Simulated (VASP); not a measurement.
# Rb (Fm-3m) in VASP: further runs

The runs below take Rb through single point, with r2SCAN.

Program: VASP 6.6.1. These are calculated values, not measurements. Logs are shortened: lines on timing, memory, paths and dates and some standing lists are left out, and cuts for length are marked.

### 1 Starting point

The structure is cubic, space group Fm-3m (No. 225). The conventional cell has a = 7.280 Å, b = 7.280 Å, c = 7.280 Å, α = 90.00°, β = 90.00°, γ = 90.00°.

This isn't the form of Rb at room conditions, which is bcc.

### 2 Single point, r2SCAN

INCAR reads:

```
SYSTEM = Rb
PREC = Low
ENCUT = 450
EDIFF = 1E-6
ISMEAR = 1
SIGMA = 0.2
LREAL = .FALSE.
LASPH = .TRUE.
NELM = 100
ALGO = Normal
ISIF = 2
LWAVE = .FALSE.
LCHARG = .FALSE.
METAGGA = R2SCAN
LMIXTAU = .TRUE.
ADDGRID = .FALSE.
```

KPOINTS reads:

```
regular mesh
0
G
  5 5 5
  0 0 0
```

POSCAR reads:

```
Rb
1.0
    0.0790870000      3.6559800000      3.6130310000
    3.6559400000      0.0406780000      3.6514400000
    3.6810400000      3.7194890000      0.0155780000
Rb
1
Direct
   -0.0191540000      0.0033960000      0.0084760000
```

Potentials or basis: VASP PAW PBE potentials, release 64 (Rb_sv).

The run is started by

```
cat potpaw_PBE.64/Rb_sv/POTCAR > POTCAR
mpirun -np 1 vasp_std > vasp.out
```

OUTCAR:

```text
SYSTEM = Rb
   PREC = Low
   ENCUT = 450
   EDIFF = 1E-6
   ISMEAR = 1
   LREAL = .FALSE.
   LASPH = .TRUE.
   NELM = 100
   ISIF = 2
   METAGGA = R2SCAN

 Found     63 irreducible k-points:

 Following reciprocal coordinates:
            Coordinates               Weight
  0.000000  0.000000  0.000000      1.000000
  0.200000 -0.000000  0.000000      2.000000
  0.400000  0.000000  0.000000      2.000000
  0.000000  0.200000  0.000000      2.000000
  0.200000  0.200000  0.000000      2.000000
  0.400000  0.200000  0.000000      2.000000
   k-points           NKPTS =     63   k-points in BZ     NKDIM =     63   number of bands    NBANDS=      8
   number of dos      NEDOS =    301   number of ions     NIONS =      1
   total plane-waves  NPLWV =  21952
   dimension x,y,z NGX =    28 NGY =   28 NGZ =   28
   dimension x,y,z NGXF=    28 NGYF=   28 NGZF=   28
   ions per type =               1
   NGX,Y,Z   is equivalent  to a cutoff of   9.06,  9.01,  8.90 a.u.
   NGXF,Y,Z  is equivalent  to a cutoff of   9.06,  9.01,  8.90 a.u.
 SYSTEM =  Rb
   PREC   = low       normal or accurate (medium, high low for compatibility)
   ISTART =      0    job   : 0-new  1-cont  2-samecut
   ICHARG =      2    charge: 1-file 2-atom 10-const
   ISPIN  =      1    spin polarized calculation?
   LNONCOLLINEAR =      F non collinear calculations
   LSORBIT =      F    spin-orbit coupling
   LASPH  =      T    aspherical Exc in radial PAW
   ENCUT  =  450.0 eV  33.07 Ry    5.75 a.u.   8.89  8.94  9.05*2*pi/ulx,y,z
   NELM   =    100;   NELMIN=  2; NELMDL= -5     # of ELM steps
   EDIFF  = 0.1E-05   stopping-criterion for ELM
   LREAL  =      F    real-space projection
   EDIFFG = 0.1E-04   stopping-criterion for IOM
   NSW    =      0    number of steps for IOM
   IBRION =     -1    ionic relax: 0-MD 1-quasi-New 2-CG
   NFREE  =      0    steps in history (QN), initial steepest desc. (CG)
   ISIF   =      2    stress and relaxation
   ISYM   =      2    0-nonsym 1-usesym 2-fastsym
   POTIM  = 0.5000    time-step for ionic-motion
   TEBEG  =    0.0;   TEEND  =   0.0 temperature during run
   PSTRESS=    0.0 pullay stress
   NELECT =       9.0000    total number of electrons
   NUPDOWN=      -1.0000    fix difference up-down
   EMIN   =  10.00;   EMAX   =-10.00  energy-range for DOS
   EFERMI =   0.00;   METHOD = LEGACY
   ISMEAR =     1;   SIGMA  =   0.20  broadening in eV -4-tet -1-fermi 0-gaus
   EFERMI_NEDOS =   21; number of points for ismear=-14 and -15
   IALGO  =     38    algorithm
   IMIX   =      4    mixing-type and parameters
     AMIX     =   0.40;   BMIX     =  1.00
     AMIX_MAG =   1.60;   BMIX_MAG =  1.00
  volume/ion in A,a.u.               =      96.45       650.86
  Fermi-wavevector in a.u.,A,eV,Ry     =   0.742548  1.403213  7.501953  0.551378
  Thomas-Fermi vector in A             =   1.837453
   LORBIT       =      0    0 simple, 1 ext, 2 COOP (PROOUT), +10 PAW based schemes
   METAGGA = R2SCAN    functional components
   LHFCALC =     F    Hartree Fock is set to
   AEXX    =    0.0000 exact exchange contribution
   IVDW    =     0    specifies the selected vdW correction
   LEPSILON=     F    determine dielectric tensor
   LRPA    =     F    only Hartree local field effects (RPA)
 non-spin polarized calculation
 Methfessel and Paxton  Order N= 1 SIGMA  =   0.20
  energy-cutoff  :      450.00
  volume of cell :       96.45
 maximum number of plane-waves:      2106
   NGX = 17   NGY = 17   NGZ = 19

 number of electron       8.9999994 magnetization

 Free energy of the ion-electron system (eV)
  ---------------------------------------------------
  ext. energy  EPLUGINS =         0.00000000
  ---------------------------------------------------
  free energy    TOTEN  =       -13.94485659 eV

  energy without entropy =      -13.94774137  energy(sigma->0) =      -13.94581818

 E-fermi :   0.0667     XC(G=0):  -5.5845

 val. band max:        0.0282035407   @ k =   0.4000   0.4000   0.0000
 cond. band min:       0.3051166666   @ k =  -0.4000  -0.4000   0.4000
 fundamental gap:      0.2769131259
 Fermi energy:         0.0667241751

 k-point     1 :       0.0000    0.0000    0.0000
  band No.  band energies     occupation
      1     -30.1644      2.00000
      2     -13.6589      2.00000
      3     -13.6586      2.00000
      4     -13.6585      2.00000
      5      -2.0806      2.00000
      6       3.7799     -0.00000
      7       3.8828     -0.00000
      8       4.0323     -0.00000

 k-point     2 :       0.2000   -0.0000    0.0000
  band No.  band energies     occupation
      1     -30.1632      2.00000
      2     -13.6886      2.00000
      3     -13.6632      2.00000
      4     -13.6625      2.00000
      5      -1.6229      2.00000
      6       2.9164     -0.00000
      7       3.8839     -0.00000
      8       4.0056     -0.00000

 k-point     3 :       0.4000    0.0000    0.0000
  band No.  band energies     occupation
      1     -30.1612      2.00000
      2     -13.7359      2.00000
      3     -13.6706      2.00000
      4     -13.6689      2.00000
      5      -0.3950      2.00521
      6       1.2730     -0.00000
      7       3.5955     -0.00000
      8       3.7205     -0.00000

 k-point     4 :       0.0000    0.2000    0.0000
  band No.  band energies     occupation
      1     -30.1633      2.00000
      2     -13.6871      2.00000
      3     -13.6628      2.00000
      4     -13.6620      2.00000
      5      -1.6359      2.00000
      6       2.8333     -0.00000
      7       3.8567     -0.00000
      8       4.1073      0.00000

 k-point     5 :       0.2000    0.2000    0.0000
  band No.  band energies     occupation
      1     -30.1629      2.00000
      2     -13.6859      2.00000
      3     -13.6693      2.00000
      4     -13.6684      2.00000
      5      -1.4896      2.00000
      6       2.9017     -0.00000
      7       3.8147     -0.00000
      8       3.8761     -0.00000

 k-point     6 :       0.4000    0.2000    0.0000
  band No.  band energies     occupation
      1     -30.1612      2.00000
      2     -13.7208      2.00000
      3     -13.6786      2.00000
      4     -13.6768      2.00000
      5      -0.5260      2.00023
      6       1.9399     -0.00000
      7       2.8492     -0.00000
      8       3.8501     -0.00000

 [... further k-points ...]

------------------------ aborting loop because EDIFF is reached ----------------------------------------

  FORCE on cell =-STRESS in cart. coord.  units (eV):
  Direction    XX          YY          ZZ          XY          YZ          ZX
  --------------------------------------------------------------------------------------
  -------------------------------------------------------------------------------------
  Total       -0.0440443     -0.0491726     -0.0455018     -0.0566674      0.0121767     -0.0307096
  in kB       -0.7316563     -0.8168482     -0.7558691     -0.9413502      0.2022773     -0.5101434
  external PRESSURE =      -0.7681245 kB  Pullay stress =       0.0000000 kB

 VOLUME and BASIS-vectors are now :
 -----------------------------------------------------------------------------
  energy-cutoff  :      450.00
  volume of cell :       96.45
      direct lattice vectors                 reciprocal lattice vectors
     0.079087000  3.655980000  3.613031000    -0.140810279  0.138770703  0.139437870
     3.655940000  0.040678000  3.651440000     0.138745112 -0.137882505  0.136484505
     3.681040000  3.719489000  0.015578000     0.136888613  0.133960839 -0.138549672

 POSITION                                       TOTAL-FORCE (eV/Angst)
 -----------------------------------------------------------------------------------
      0.12119      3.61762      3.55636         0.000000     -0.000000     -0.000000
 -----------------------------------------------------------------------------------
    total drift:                                0.000046     -0.000052     -0.000040

  FREE ENERGIE OF THE ION-ELECTRON SYSTEM (eV)
  ---------------------------------------------------
  free  energy   TOTEN  =       -13.9448565931 eV

  energy  without entropy=      -13.9477413657  energy(sigma->0) =      -13.94581818
```

Wall time 59 s (1 thread of Intel Xeon 6975P-C (Granite Rapids), shared host); peak memory 0.15 GiB.

These settings aren't checked as converged: the numbers below hold their error.

What came out:

```yaml
Free_energy: -13.9449 eV
Pressure: -0.1 GPa
Band_gap_on_the_k_mesh: none (metal or under the smearing width)
```

Caveat: the PAW data sets were made with another functional, which shifts forces and pressure a little.

### 3 Single point, r2SCAN

INCAR: that of step 2 with these lines changed.

```diff
@@ -1,3 +1,3 @@
 SYSTEM = Rb
-PREC = Low
+PREC = Normal
 ENCUT = 450
```

KPOINTS is that of step 2.

POSCAR reads:

```
Rb
1.0
    0.0000000000      3.6398846700      3.6398846700
    3.6398846700      0.0000000000      3.6398846700
    3.6398846700      3.6398846700      0.0000000000
Rb
1
Direct
    0.0000000000      0.0000000000      0.0000000000
```

Potentials or basis: VASP PAW PBE potentials, release 64 (Rb_sv).

The run is started by

```
cat potpaw_PBE.64/Rb_sv/POTCAR > POTCAR
mpirun -np 1 vasp_std > vasp.out
```

OUTCAR:

```text
SYSTEM = Rb
   PREC = Normal
   ENCUT = 450
   EDIFF = 1E-6
   ISMEAR = 1
   LREAL = .FALSE.
   LASPH = .TRUE.
   NELM = 100
   ISIF = 2
   METAGGA = R2SCAN

 Found     10 irreducible k-points:

 Following reciprocal coordinates:
            Coordinates               Weight
  0.000000  0.000000  0.000000      1.000000
  0.200000  0.000000  0.000000      8.000000
  0.400000  0.000000  0.000000      8.000000
  0.200000  0.200000  0.000000      6.000000
  0.400000  0.200000  0.000000     24.000000
 -0.400000  0.200000  0.000000     24.000000
   k-points           NKPTS =     10   k-points in BZ     NKDIM =     10   number of bands    NBANDS=      8
   number of dos      NEDOS =    301   number of ions     NIONS =      1
   total plane-waves  NPLWV =  21952
   dimension x,y,z NGX =    28 NGY =   28 NGZ =   28
   dimension x,y,z NGXF=    56 NGYF=   56 NGZF=   56
   ions per type =               1
   NGX,Y,Z   is equivalent  to a cutoff of   9.04,  9.04,  9.04 a.u.
   NGXF,Y,Z  is equivalent  to a cutoff of  18.09, 18.09, 18.09 a.u.
 SYSTEM =  Rb
   PREC   = normal    normal or accurate (medium, high low for compatibility)
   ISTART =      0    job   : 0-new  1-cont  2-samecut
   ICHARG =      2    charge: 1-file 2-atom 10-const
   ISPIN  =      1    spin polarized calculation?
[... 59 lines left out ...]
 Fermi energy:         0.0658228338

 k-point     1 :       0.0000    0.0000    0.0000
  band No.  band energies     occupation
      1     -30.1654      2.00000
      2     -13.6597      2.00000
      3     -13.6597      2.00000
      4     -13.6597      2.00000
      5      -2.0784      2.00000
      6       3.8960     -0.00000
      7       3.8960     -0.00000
      8       3.8960     -0.00000
[... 45 lines left out ...]
 k-point     6 :      -0.4000    0.2000    0.0000
  band No.  band energies     occupation
      1     -30.1619      2.00000
      2     -13.7290      2.00000
      3     -13.6902      2.00000
      4     -13.6744      2.00000
      5       0.3760     -0.05066
      6       0.8972     -0.00000
      7       2.5752     -0.00000
      8       3.8891     -0.00000

 [... further k-points ...]

------------------------ aborting loop because EDIFF is reached ----------------------------------------

  FORCE on cell =-STRESS in cart. coord.  units (eV):
  Direction    XX          YY          ZZ          XY          YZ          ZX
  --------------------------------------------------------------------------------------
  -------------------------------------------------------------------------------------
  Total       -0.0411549     -0.0411549     -0.0411549      0.0000000      0.0000000     -0.0000000
  in kB       -0.6836593     -0.6836593     -0.6836593      0.0000000      0.0000000     -0.0000000
  external PRESSURE =      -0.6836593 kB  Pullay stress =       0.0000000 kB

 VOLUME and BASIS-vectors are now :
 -----------------------------------------------------------------------------
  energy-cutoff  :      450.00
  volume of cell :       96.45
      direct lattice vectors                 reciprocal lattice vectors
     0.000000000  3.639884670  3.639884670    -0.137366990  0.137366990  0.137366990
     3.639884670  0.000000000  3.639884670     0.137366990 -0.137366990  0.137366990
     3.639884670  3.639884670  0.000000000     0.137366990  0.137366990 -0.137366990

 POSITION                                       TOTAL-FORCE (eV/Angst)
 -----------------------------------------------------------------------------------
      0.00000      0.00000      0.00000         0.000000      0.000000      0.000000
 -----------------------------------------------------------------------------------
    total drift:                               -0.000000     -0.000000     -0.000000

  FREE ENERGIE OF THE ION-ELECTRON SYSTEM (eV)
  ---------------------------------------------------
  free  energy   TOTEN  =       -13.9459943323 eV

  energy  without entropy=      -13.9487998988  energy(sigma->0) =      -13.94692952
```

stdout:

```text
POSCAR found type information on POSCAR Rb
 POSCAR found :  1 types and       1 ions
 scaLAPACK will be used
 -----------------------------------------------------------------------------
|                                                                             |
|                                                                             |
|     You enforced a specific xc type in the INCAR file but a different       |
|     I HOPE YOU KNOW WHAT YOU ARE DOING!                                     |
|                                                                             |
 -----------------------------------------------------------------------------

 LDA part: xc-table for (None), standard interpolation
 POSCAR, INCAR and KPOINTS ok, starting setup
 FFT: planning ... GRIDC
 FFT: planning ... GRID_SOFT
 FFT: planning ... GRID
 WAVECAR not read
 entering main loop
```

Run time: 18 s. Hardware: 1 thread of Intel Xeon 6975P-C (Granite Rapids), shared host; peak memory 0.15 GiB.

The run converged, but some of its settings lie outside the range that counts as converged, so its numbers aren't taken as properties of the crystal.

What came out:

| Property | Result |
| --- | --- |
| Free energy | -13.9460 eV |
| Pressure | -0.1 GPa |
| Band gap on the k mesh | none (metal or under the smearing width) |

Caveat: the PAW data sets were made with another functional, which shifts forces and pressure a little.
